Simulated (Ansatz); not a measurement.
# In2P3: one candidate structure, part 2 of 2

Aim: relax In2P3 from this start, A-type sesquioxide type (P-3m1, No. 164), and see where it ends.

Ansatz 0.2.0; DFT PBE, scalar-relativistic, plane waves, PAW. Earlier steps stand in the parts before.

## (4) Full relaxation

Contents of input.yaml:

```yaml
crystal:
  lattice:
    - [3.7896796402, 0.0, 0.0]
    - [-1.8948398201, 3.2819588406, 0.0]
    - [0.0, 0.0, 8.8971105277]
  atoms:
    - { symbol: In, position: [0.3333333333, 0.6666666667, 0.1759786852] }
    - { symbol: In, position: [0.6666666667, 0.3333333333, 0.8240213148] }
    - { symbol: P, position: [0.0, 0.0, 0.0] }
    - { symbol: P, position: [0.3333333333, 0.6666666667, 0.558588507] }
    - { symbol: P, position: [0.6666666667, 0.3333333333, 0.441411493] }
basis:
  ecutwfc: 420
kpoints:
  mp_grid: { grid: [12, 12, 4] }
hamiltonian:
  xc: pbe
scf:
  occupations: { method: gaussian, width: 0.1 }
output:
  forces: true
  stress: true
  eigenvalues: true
relax:
  adjacent_minimum: "off"
  f_tol: 0.01
  max_steps: 80
  cell: { stress_tol: 0.05 }
```

On the command line:

```
ansatz run input.yaml --threads 1 --pin off --max-ram 2560MiB --backend cpu --events-out ev --progress --plain --runs-dir out
```

Output:

```text
Warning: RAYON_NUM_THREADS=1 ignored (pool sized by the plan → 1); use --threads N
Engine: ansatz 0.2.0, x86_64-unknown-linux-gnu
Pseudopotentials: kind: paw
Pseudopotential: In, paw, valence charge 13, recommended cutoff 420 eV (normal), In.paw.azcp
Pseudopotential: P, paw, valence charge 5, recommended cutoff 420 eV (normal), P.paw.azcp
Functional definition: PBE
  parameter kappa = 0.804
  parameter beta = 0.06672455060314922
  exchange = pbe_x(kappa = kappa, mu = beta*pi^2/3)
  correlation = pbe_c(beta = beta)
Crystal: 5 atoms, lattice volume = 110.658 Å³
Basis set: ecut = 420 eV, 2201 PW (Γ), exchange–correlation on 54×54×120 points (8 copies of the dense FFT grid, shifted against one another)
Bands: 26, of which v1, the nominal top of the filled ones, is band 21 counted from 1 (20 counted from 0)
Symmetry: 12 space group operations
Space group: P-3m1 (ITA 164), of the structure as read, at distance tolerance 4.8e-5 Å
k-points: 69 of 576
Non-local potential: In, projectors of the file, l = 0: 2, l = 1: 2, l = 2: 2, l = 3: 2
Non-local potential: P, projectors of the file, l = 0: 2, l = 1: 2, l = 2: 2
PAW form: soft (Blöchl's): semilocal exchange-correlation on the pseudo side does not see the compensation charge
PAW one-centre angular grid: In, 590 points (default); XC on 64 Gauss nodes
PAW one-centre angular grid: P, 110 points (default); XC on 64 Gauss nodes
Initial density: superposition of atomic densities (neutral atoms: chi_scale 0, normalization atom), corrected by the library's trained network
Initial wavefunctions: pseudopotential atomic-orbital guess
Functional: x = pbe(κ = 0.804, μ = 0.2195149727645171), c = pbe(β = 0.06672455060314922)
SCF iter   1: F=—  HF=-13461.830205 eV  |F-HF|=—  |Δ(HF+E_count)|=         —  Δρ=1.81e-3  dr2=9.94e-3  ethr=1.77e-3  ⟨swp⟩=7.9  Hψ=9603  notcnv=0
preconditioner: auto → Kerker (q_TF=auto, 2.312 Å⁻¹)  [metal: Δε(μ)=0.023 eV  Ē_g=12.073 eV  σ=0.100 eV  W_gap=0.13  n_scr=24 (ndim 8)  ℏωp=22.6 eV  f_vac=0.000  D(μ)=2.39/eV (n_scr^D=10)]
SCF iter   2: F=—  HF=-13461.825734 eV  |F-HF|=—  |Δ(HF+E_count)|=   4.47e-3  Δρ=1.14e-3  dr2=4.85e-3  ethr=2.42e-5  ⟨swp⟩=2.6  Hψ=3839  notcnv=0  defer=2
SCF iter   3: F=—  HF=-13461.825332 eV  |F-HF|=—  |Δ(HF+E_count)|=   4.02e-4  Δρ=6.40e-4  dr2=1.48e-3  ethr=1.18e-5  ⟨swp⟩=2.7  Hψ=3138  notcnv=0  defer=2
SCF iter   4: F=—  HF=-13461.825134 eV  |F-HF|=—  |Δ(HF+E_count)|=   1.98e-4  Δρ=3.87e-4  dr2=2.29e-4  ethr=3.61e-6  ⟨swp⟩=2.2  Hψ=2141  notcnv=0  defer=2
SCF iter   5: F=—  HF=-13461.825123 eV  |F-HF|=—  |Δ(HF+E_count)|=   1.09e-5  Δρ=6.43e-5  dr2=5.61e-6  ethr=5.58e-7  ⟨swp⟩=2.0  Hψ=3149  notcnv=0  defer=2
SCF iter   6: F=—  HF=-13461.825130 eV  |F-HF|=—  |Δ(HF+E_count)|=   6.85e-6  Δρ=2.81e-5  dr2=8.04e-7  ethr=1.37e-8  ⟨swp⟩=2.8  Hψ=3493  notcnv=0  defer=2
SCF iter   7: F=-13461.825130 eV  HF=-13461.825130 eV  |F-HF|=6.33e-9  |Δ(HF+E_count)|=   4.30e-8  Δρ=7.41e-6  dr2=6.43e-8  ethr=2.44e-10  ⟨swp⟩=8.0  Hψ=9795  notcnv=0
SCF 1 converged in 7 iterations: F = -13461.825130 eV  dr2 = 6.43e-8
relax step   1: F+E_penalty+E_count = -13461.82513019 eV  Δ(F+E_penalty+E_count) = +0.000e0 eV  max|allowed force component| = 8.124e-2 eV/Å  Δτ_max = 0.0000 Å  P = +0.326 GPa  Ω = 110.658 Å³  (7 SCF iters, dr2 threshold 1.00e-7 eV, accepted)
Crystal: 5 atoms, lattice volume = 110.381 Å³
Basis set: ecut = 420 eV, 2153 PW (Γ), exchange–correlation on 54×54×120 points (8 copies of the dense FFT grid, shifted against one another)
Initial density: handed on by an earlier stage of this run
Initial wavefunctions: those handed on with the density
iter 1 solved again at ethr=6.92e-6 eV; its pass at ethr=3.10e-3 eV (dr2=2.84e-3 eV) is discarded
SCF iter   1: F=—  HF=-13461.825366 eV  |F-HF|=—  |Δ(HF+E_count)|=         —  Δρ=1.40e-3  dr2=2.85e-3  ethr=6.92e-6  ⟨swp⟩=2.6  Hψ=10814  notcnv=0
preconditioner: auto → Kerker (q_TF=auto, 2.313 Å⁻¹)  [metal: Δε(μ)=0.019 eV  Ē_g=12.047 eV  σ=0.100 eV  W_gap=0.10  n_scr=24 (ndim 8)  ℏωp=22.6 eV  f_vac=0.000  D(μ)=2.20/eV (n_scr^D=4)]
SCF iter   2: F=—  HF=-13461.824955 eV  |F-HF|=—  |Δ(HF+E_count)|=   4.11e-4  Δρ=6.67e-4  dr2=6.18e-4  ethr=6.92e-6  ⟨swp⟩=1.6  Hψ=2085  notcnv=0
SCF iter   3: F=—  HF=-13461.824858 eV  |F-HF|=—  |Δ(HF+E_count)|=   9.62e-5  Δρ=1.26e-4  dr2=2.52e-5  ethr=1.51e-6  ⟨swp⟩=1.9  Hψ=2246  notcnv=0
SCF iter   4: F=—  HF=-13461.824856 eV  |F-HF|=—  |Δ(HF+E_count)|=   2.08e-6  Δρ=3.09e-5  dr2=1.87e-6  ethr=6.15e-8  ⟨swp⟩=2.2  Hψ=2297  notcnv=0
SCF iter   5: F=-13461.824856 eV  HF=-13461.824856 eV  |F-HF|=1.47e-8  |Δ(HF+E_count)|=   1.98e-8  Δρ=9.21e-6  dr2=1.56e-7  ethr=1.05e-9  ⟨swp⟩=8.0  Hψ=9075  notcnv=0
SCF 2 converged in 5 iterations: F = -13461.824856 eV  dr2 = 1.56e-7
relax step   2: F+E_penalty+E_count = -13461.82485636 eV  Δ(F+E_penalty+E_count) = +2.738e-4 eV  max|allowed force component| = 1.186e-1 eV/Å  Δτ_max = 0.0302 Å  P = -0.037 GPa  Ω = 110.381 Å³  energy of the carried Pulay correction = +6.212e-5 eV  (5 SCF iters, dr2 threshold 4.30e-7 eV, rejected (line search))
Crystal: 5 atoms, lattice volume = 110.967 Å³
iter 1 solved again at ethr=1.01e-6 eV; its pass at ethr=3.10e-3 eV (dr2=4.16e-4 eV) is discarded
SCF iter   1: F=—  HF=-13461.826869 eV  |F-HF|=—  |Δ(HF+E_count)|=         —  Δρ=7.86e-4  dr2=4.06e-4  ethr=1.01e-6  ⟨swp⟩=3.0  Hψ=10708  notcnv=0
preconditioner: auto → Kerker (q_TF=auto, 2.311 Å⁻¹)  [metal: Δε(μ)=0.007 eV  Ē_g=12.049 eV  σ=0.100 eV  W_gap=0.04  n_scr=24 (ndim 8)  ℏωp=22.6 eV  f_vac=0.000  D(μ)=2.31/eV (n_scr^D=10)]
SCF iter   2: F=—  HF=-13461.826768 eV  |F-HF|=—  |Δ(HF+E_count)|=   1.00e-4  Δρ=3.85e-4  dr2=1.11e-4  ethr=9.89e-7  ⟨swp⟩=2.3  Hψ=2870  notcnv=0
SCF iter   3: F=—  HF=-13461.826745 eV  |F-HF|=—  |Δ(HF+E_count)|=   2.32e-5  Δρ=8.36e-5  dr2=2.48e-5  ethr=2.71e-7  ⟨swp⟩=2.3  Hψ=3235  notcnv=0
SCF iter   4: F=—  HF=-13461.826747 eV  |F-HF|=—  |Δ(HF+E_count)|=   2.18e-6  Δρ=2.25e-5  dr2=3.02e-6  ethr=6.04e-8  ⟨swp⟩=2.3  Hψ=2206  notcnv=0
SCF iter   5: F=—  HF=-13461.826747 eV  |F-HF|=—  |Δ(HF+E_count)|=   2.83e-7  Δρ=8.19e-6  dr2=2.09e-7  ethr=7.37e-9  ⟨swp⟩=3.0  Hψ=3473  notcnv=0
SCF iter   6: F=—  HF=-13461.826747 eV  |F-HF|=—  |Δ(HF+E_count)|=   5.14e-9  Δρ=2.21e-6  dr2=1.18e-8  ethr=5.10e-10  ⟨swp⟩=2.4  Hψ=2329  notcnv=0
SCF iter   7: F=—  HF=-13461.826747 eV  |F-HF|=—  |Δ(HF+E_count)|=  1.82e-11  Δρ=8.94e-7  dr2=2.31e-9  ethr=2.88e-11  ⟨swp⟩=3.0  Hψ=3688  notcnv=0
SCF iter   8: F=—  HF=-13461.826747 eV  |F-HF|=—  |Δ(HF+E_count)|=  3.07e-10  Δρ=2.85e-7  dr2=1.57e-10  ethr=5.64e-12  ⟨swp⟩=2.6  Hψ=2872  notcnv=0
SCF iter   9: F=-13461.826747 eV  HF=-13461.826747 eV  |F-HF|=7.28e-12  |Δ(HF+E_count)|=  6.18e-11  Δρ=9.06e-8  dr2=1.15e-11  ethr=1.00e-12  ⟨swp⟩=6.4  Hψ=7779  notcnv=0
SCF 3 converged in 9 iterations: F = -13461.826747 eV  dr2 = 1.15e-11
relax step   3: F+E_penalty+E_count = -13461.82674716 eV  Δ(F+E_penalty+E_count) = -1.617e-3 eV  max|allowed force component| = 1.662e-2 eV/Å  Δτ_max = 0.0108 Å  P = -0.081 GPa  Ω = 110.967 Å³  energy of the carried Pulay correction = -6.879e-5 eV  (9 SCF iters, accepted)
Crystal: 5 atoms, lattice volume = 110.775 Å³
iter 1 solved again at ethr=2.91e-8 eV; its pass at ethr=3.10e-3 eV (dr2=1.19e-5 eV) is discarded
SCF iter   1: F=—  HF=-13461.826860 eV  |F-HF|=—  |Δ(HF+E_count)|=         —  Δρ=9.38e-5  dr2=1.04e-5  ethr=2.91e-8  ⟨swp⟩=3.0  Hψ=10536  notcnv=0
preconditioner: auto → Kerker (q_TF=auto, 2.312 Å⁻¹)  [metal: Δε(μ)=0.007 eV  Ē_g=12.051 eV  σ=0.100 eV  W_gap=0.04  n_scr=24 (ndim 8)  ℏωp=22.6 eV  f_vac=0.000  D(μ)=2.29/eV (n_scr^D=10)]
SCF iter   2: F=—  HF=-13461.826864 eV  |F-HF|=—  |Δ(HF+E_count)|=   3.63e-6  Δρ=5.10e-5  dr2=3.53e-6  ethr=2.53e-8  ⟨swp⟩=1.1  Hψ=1859  notcnv=0
SCF iter   3: F=—  HF=-13461.826863 eV  |F-HF|=—  |Δ(HF+E_count)|=   8.91e-7  Δρ=1.03e-5  dr2=3.97e-7  ethr=8.61e-9  ⟨swp⟩=2.0  Hψ=2188  notcnv=0
SCF iter   4: F=—  HF=-13461.826863 eV  |F-HF|=—  |Δ(HF+E_count)|=   6.34e-8  Δρ=3.75e-6  dr2=6.95e-8  ethr=9.69e-10  ⟨swp⟩=2.9  Hψ=3133  notcnv=0
SCF iter   5: F=-13461.826863 eV  HF=-13461.826863 eV  |F-HF|=4.68e-9  |Δ(HF+E_count)|=   6.82e-9  Δρ=1.46e-6  dr2=9.02e-9  ethr=4.21e-11  ⟨swp⟩=7.0  Hψ=7835  notcnv=0
SCF 4 converged in 5 iterations: F = -13461.826863 eV  dr2 = 9.02e-9
relax step   4: F+E_penalty+E_count = -13461.82686263 eV  Δ(F+E_penalty+E_count) = -1.155e-4 eV  max|allowed force component| = 3.415e-3 eV/Å  Δτ_max = 0.0021 Å  P = +0.002 GPa  Ω = 110.775 Å³  energy of the carried Pulay correction = -2.606e-5 eV  (5 SCF iters, dr2 threshold 1.73e-8 eV, accepted)
Initial wavefunctions: pseudopotential atomic-orbital guess (no wavefunctions were taken with the density)
iter 1 solved again at ethr=7.32e-7 eV; its pass at ethr=3.10e-3 eV (dr2=3.00e-4 eV) is discarded
SCF iter   1: F=—  HF=-13461.826889 eV  |F-HF|=—  |Δ(HF+E_count)|=         —  Δρ=8.68e-6  dr2=2.47e-8  ethr=7.32e-7  ⟨swp⟩=3.6  Hψ=14003  notcnv=0
eigensolver tolerance schedule: the retry pair's looser diagonalisation over-reported the residual by 12122.71 of it (diagonalisation noise at an unbounded share of the residual, at the tolerance the schedule requests for it); recorded, not acted on — ethr = c·dr2/N_el stays at c = 1.0e-1
preconditioner: auto → Kerker (q_TF=auto, 2.312 Å⁻¹)  [metal: Δε(μ)=0.007 eV  Ē_g=12.052 eV  σ=0.100 eV  W_gap=0.04  n_scr=24 (ndim 8)  ℏωp=22.6 eV  f_vac=0.000  D(μ)=2.29/eV (n_scr^D=10)]
SCF iter   2: F=—  HF=-13461.826893 eV  |F-HF|=—  |Δ(HF+E_count)|=   3.61e-6  Δρ=4.43e-6  dr2=1.09e-8  ethr=6.03e-11  ⟨swp⟩=4.0  Hψ=5036  notcnv=0
SCF iter   3: F=—  HF=-13461.826893 eV  |F-HF|=—  |Δ(HF+E_count)|=   2.43e-8  Δρ=2.37e-6  dr2=4.42e-9  ethr=2.66e-11  ⟨swp⟩=2.3  Hψ=3206  notcnv=0
SCF iter   4: F=—  HF=-13461.826893 eV  |F-HF|=—  |Δ(HF+E_count)|=   9.47e-9  Δρ=5.82e-7  dr2=6.93e-10  ethr=1.08e-11  ⟨swp⟩=2.1  Hψ=3068  notcnv=0
SCF iter   5: F=-13461.826893 eV  HF=-13461.826893 eV  |F-HF|=9.09e-12  |Δ(HF+E_count)|=  7.46e-11  Δρ=1.25e-7  dr2=3.63e-11  ethr=1.00e-12  ⟨swp⟩=6.0  Hψ=9474  notcnv=0
SCF 5 converged in 5 iterations: F = -13461.826893 eV  dr2 = 3.63e-11
relax step   5: F+E_penalty+E_count = -13461.82689308 eV  Δ(F+E_penalty+E_count) = -3.045e-5 eV  max|allowed force component| = 3.427e-3 eV/Å  Δτ_max = 0.0000 Å  P = +0.002 GPa  Ω = 110.775 Å³  stress off target by 1.66e-2 GPa  SCF on the basis re-selected at this cell (its energy is not comparable with the rows above)  (5 SCF iters)
basis re-selected at this cell: Δ(F+E_penalty+E_count) = -3.045e-5 eV, ΔP = +0.000 GPa vs the last step (what re-selecting the basis moved, of the pressure what is left beyond the Pulay correction that the steps carried, after the strain that the cell walked since its last selection, with what the two solves' SCF thresholds leave and, on support functions, any second-order correction that the steps lacked; it is no measure of the basis error at this ecutwfc). This SCF's stress stands 1.66e-2 GPa from its target on what of the cell is left free (relax.cell.stress_tol is 5.00e-2 GPa) and its largest allowed force component is 3.43e-3 eV/Å (relax.f_tol is 1.00e-2 eV/Å): within both
SCF converged after 5 iterations
Free energy (F): -13461.826893 eV
Harris-Foulkes:  -13461.826893 eV  (|F-HF|=9.09e-12)
Internal energy: -13461.815450 eV  (E = F + TS)
E sigma→0 (E₀):  -13461.821172 eV
Entropy (-TS):   -0.011443 eV (-2.289 meV/atom)
Fermi energy:    8.555681 eV
--- Per-component energies (eV) ---
  E_band       = -51.030333
  E_kinetic    = 689.004848
  E_local      = -2805.061772  (includes V_loc(G=0)·N_el)
  E_nonlocal   = 835.250747
  E_hartree    = 1116.095465
  E_xc         = -613.404749
  E_vxc        = -378.513377  (∫ρ·V_xc dr)
  E_paw        = -10014.457289  (= ΣΔE_a)
  E_vpaw       = -623.901699  (= ΣTr[D̂ρ^β])
  E_aug_tail   = 0.000062  (compensation charges beyond the density's cutoff)
  E_ewald      = -2669.242761
  E_smearing   = -0.011443  (= −TS)
  E_closure    = 0.000000  (closes the sum)
  Σ components = -13461.826893   (vs F -13461.826893, Δ=0.00e0)
--- Forces (eV/Å), atoms counted from 1 ---
  atom   1  In     0.00000000     0.00000000    -0.00294221
  atom   2  In     0.00000000    -0.00000000     0.00294221
  atom   3  P     -0.00000000    -0.00000000     0.00000000
  atom   4  P      0.00000000     0.00000000    -0.00342715
  atom   5  P      0.00000000    -0.00000000     0.00342715
  max |Σ_I F_I| component: 5.55e-17 eV/Å
--- Stress (GPa, compression-positive) ---
        0.011076      -0.000000      -0.000000
       -0.000000       0.011076       0.000000
        0.000000       0.000000      -0.016560
  P = ⅓ Tr σ = 0.0019 GPa (0.019 kbar)
--- Band table (eV; the first three rows and the last of 69) ---
  k-point 0: bands = ["-5.9154", "-5.8997", "-5.8997", "-5.8638", "-5.8595", "-5.8595", "-5.8253", "-5.8253", "-5.7736", "-5.7736", "-5.2669", "-3.3087", "0.0371", "3.1489", "4.7525", "5.6922", "5.6922", "7.0393", "8.3331", "8.3331", "9.6489", "9.6489", "9.7878", "11.7241", "11.8576", "12.9716"]
  k-point 1: bands = ["-5.9143", "-5.8998", "-5.8998", "-5.8612", "-5.8594", "-5.8594", "-5.8251", "-5.8251", "-5.7737", "-5.7737", "-5.2644", "-3.3494", "0.2886", "2.4646", "5.4130", "5.6920", "5.6920", "7.1129", "8.3381", "8.3381", "9.4246", "9.6478", "9.6478", "11.5924", "12.0143", "12.7796"]
  k-point 2: bands = ["-5.9134", "-5.8999", "-5.8999", "-5.8593", "-5.8593", "-5.8586", "-5.8250", "-5.8250", "-5.7738", "-5.7738", "-5.2618", "-3.3884", "0.6698", "1.8233", "5.6917", "5.6917", "5.9066", "7.2821", "8.3431", "8.3431", "8.9571", "9.6468", "9.6468", "11.5633", "12.0684", "12.6405"]
  k-point 68: bands = ["-6.1000", "-5.9035", "-5.9035", "-5.8634", "-5.8153", "-5.8153", "-5.8122", "-5.7847", "-5.7604", "-5.7604", "-2.2852", "-2.2852", "-0.8512", "2.7056", "2.9514", "2.9514", "5.1842", "5.1842", "5.7423", "7.0820", "7.0820", "8.6823", "11.9383", "11.9383", "12.3775", "12.3775"]
--- Relaxed structure (4 steps of the walk, 3 accepted, 1 SCFs on fresh bases) ---
  F+E_penalty+E_count = -13461.82689308 eV   max|allowed force component| = 3.427e-3 eV/Å   (the final SCF, on the basis selected at the relaxed cell)
  cell:  # Å, volume = 110.7752 Å³
    - [3.8003290680327075, 2.6350985876519656e-33, 2.0269989135784347e-34]
    - [-1.9001645340163538, 3.291181515656765, 9.080237720674483e-34]
    - [4.758827944816067e-34, 2.7363260682692388e-33, 8.856654141965157]
  atoms:
    - { symbol: In, position: [0.3333333333333333, 0.6666666666666666, 0.17742174483553738] }
    - { symbol: In, position: [0.6666666666666666, 0.3333333333333333, 0.8225782551644625] }
    - { symbol: P, position: [8.091448414622527e-35, -1.956077694167444e-34, 4.118046071574423e-84] }
    - { symbol: P, position: [0.3333333333333333, 0.6666666666666666, 0.5589717691154594] }
    - { symbol: P, position: [0.6666666666666666, 0.3333333333333333, 0.44102823088454035] }
```

It took 78 s on 1 thread of Intel Xeon Platinum 8259CL at 2.50GHz (Skylake/Cascade Lake), shared host; peak memory 0.54 GiB.

Step by step:

| step | E - E(step 1) (eV/cell) | largest force component (eV/Å) | pressure (GPa) | volume (Å³) |
| --- | --- | --- | --- | --- |
| 1 | 0.0000 | 0.0812 | 0.33 | 110.66 |
| 2 | 0.0003 | 0.1186 | -0.04 | 110.38 |
| 3 | -0.0016 | 0.0166 | -0.08 | 110.97 |
| 4 | -0.0017 | 0.0034 | 0.00 | 110.78 |
| 5 | -0.0018 | 0.0034 | 0.00 | 110.78 |

Step 1 is the start. Step 5 repeats the geometry before it on a plane-wave basis chosen anew for that cell, so its energy need not be comparable with the rows above. Step 2 was tried and not accepted.

|  | before | after | change |
| --- | --- | --- | --- |
| a (Å) | 3.790 | 3.800 | +0.3 % |
| b (Å) | 3.790 | 3.800 | +0.3 % |
| c (Å) | 8.897 | 8.857 | -0.5 % |
| volume (Å³/atom) | 22.13 | 22.16 | +0.1 % |
| shortest distance (Å) | 2.424 | 2.430 | +0.3 % |
| space group (0.01 Å) | P-3m1 | P-3m1 | same |

The run keeps the 12 symmetry operations of the start, so it could not have lowered the symmetry.

## (5) Changing settings: basis.precision f64, mp_grid.shift [0.5, 0.5, 0.5], eigensolver.kind davidson

Contents of input.yaml:

```yaml
crystal:
  lattice:
    - [3.800329068, 0.0, 0.0]
    - [-1.900164534, 3.2911815157, 0.0]
    - [0.0, 0.0, 8.856654142]
  atoms:
    - { symbol: In, position: [0.3333333333, 0.6666666667, 0.1774217448] }
    - { symbol: In, position: [0.6666666667, 0.3333333333, 0.8225782552] }
    - { symbol: P, position: [0.0, 0.0, 0.0] }
    - { symbol: P, position: [0.3333333333, 0.6666666667, 0.5589717691] }
    - { symbol: P, position: [0.6666666667, 0.3333333333, 0.4410282309] }
basis:
  ecutwfc: 420
  precision: f64
kpoints:
  mp_grid: { grid: [12, 12, 4], shift: [0.5, 0.5, 0.5] }
hamiltonian:
  xc: pbe
scf:
  occupations: { method: gaussian, width: 0.1 }
  eigensolver: { kind: davidson }
output:
  forces: true
  eigenvalues: true
  stress: true
```

On the command line:

```
ansatz run input.yaml --threads 1 --pin off --max-ram 2560MiB --backend cpu --events-out ev --progress --plain --runs-dir out
```

Output, cut to the lines that bear on the results:

```text
Warning: crystal.symmetry: narrowed to the stabiliser of the k-point mesh — unitary ops 12 → 4; excluded 8 operations that carry a point of the 12×12×4 mesh (shift [0.5, 0.5, 0.5]) off the mesh (the run samples exactly the mesh kpoints.mp_grid names, as under crystal.symmetry.detect: [...]
Warning: RAYON_NUM_THREADS=1 ignored (pool sized by the plan → 1); use --threads N
[...]
[... 4 set-up lines as earlier in the session ...]
[...]
Crystal: 5 atoms, lattice volume = 110.775 Å³
Basis set: ecut = 420 eV, 2201 PW (Γ), exchange–correlation on 54×54×120 points (8 copies of the dense FFT grid, shifted against one another)
Bands: 26, of which v1, the nominal top of the filled ones, is band 21 counted from 1 (20 counted from 0)
Symmetry: 4 space group operations
k-points: 156 of 576
[...]
SCF iter   8: F=-13461.828680 eV  HF=-13461.828680 eV  |F-HF|=2.50e-9  |Δ(HF+E_count)|=   1.35e-8  Δρ=2.36e-6  dr2=9.70e-9  ethr=2.76e-10  ⟨swp⟩=3.1  Hψ=7706  notcnv=0
the search or the solves at the SCF's close seem to have found levels that the self-consistency loop had missed (the run counts 1). By its estimate they hold under 1e-12 electrons; where the run keeps them, the occupations were computed again with them
[...]
SCF converged after 8 iterations
Free energy (F): -13461.828680 eV
[...]
E sigma→0 (E₀):  -13461.824874 eV
Entropy (-TS):   -0.007610 eV (-1.522 meV/atom)
Fermi energy:    8.604162 eV
[...]
--- Forces (eV/Å), atoms counted from 1 ---
  atom   1  In    -0.00134860     0.00077861    -0.01297307
  atom   2  In     0.00134860    -0.00077861     0.01297307
  atom   3  P      0.00000000     0.00000000    -0.00000000
  atom   4  P     -0.00849534     0.00490479    -0.02798234
  atom   5  P      0.00849534    -0.00490479     0.02798234
[...]
--- Stress (GPa, compression-positive) ---
        0.064315       0.082072       0.000723
        0.082072       0.159084      -0.000417
        0.000723      -0.000417      -0.354147
  P = ⅓ Tr σ = -0.0436 GPa (-0.436 kbar)
--- Band table (eV; the first three rows and the last of 156) ---
[... band rows left out ...]
[...]
```

It took 39 s on 1 thread of Intel Xeon Platinum 8259CL at 2.50GHz (Skylake/Cascade Lake), shared host; peak memory 0.58 GiB.

| run | ending | energy change | pressure (GPa) | gap (eV) | force (eV/Å) | cycles | time |
| --- | --- | --- | --- | --- | --- | --- | --- |
| step 4 | converged | 0 | 0.0 | 0.00 | 0.00 | - | 78 s |
| variant | converged | -0.4 meV/atom | 0.0 | 0.00 | 0.03 | 8 | 39 s |

Changing the arithmetic precision, k-point mesh and solver moves the energy by -0.4 meV/atom, and the largest force goes from 0.00 to 0.03 eV/Å. Sampling errors of the energy have no fixed sign.

## (6) Results

This closing draws on all 2 parts. Changes of volume or cell count from the first structure of part 1.

Formation energies count from the elements, computed with the same settings in runs not shown here.

```
                          quantity                                                                       value
                              cell  a = 3.800 Å, b = 3.800 Å, c = 8.857 Å, α = 90.00°, β = 90.00°, γ = 120.00°
                       space group                                                             P-3m1 (No. 164)
                            volume                                                               22.16 Å³/atom
                   gap on the mesh                                                                none (metal)
formation energy from the elements                                                              +0.178 eV/atom
```

**Reading.** The space group stayed P-3m1, and from the first guess the volume went from 19.58 to 22.16 Å³/atom. The formation energy of +0.18 eV/atom is positive, so the elements lie lower than this structure; another structure of the compound can lie lower.
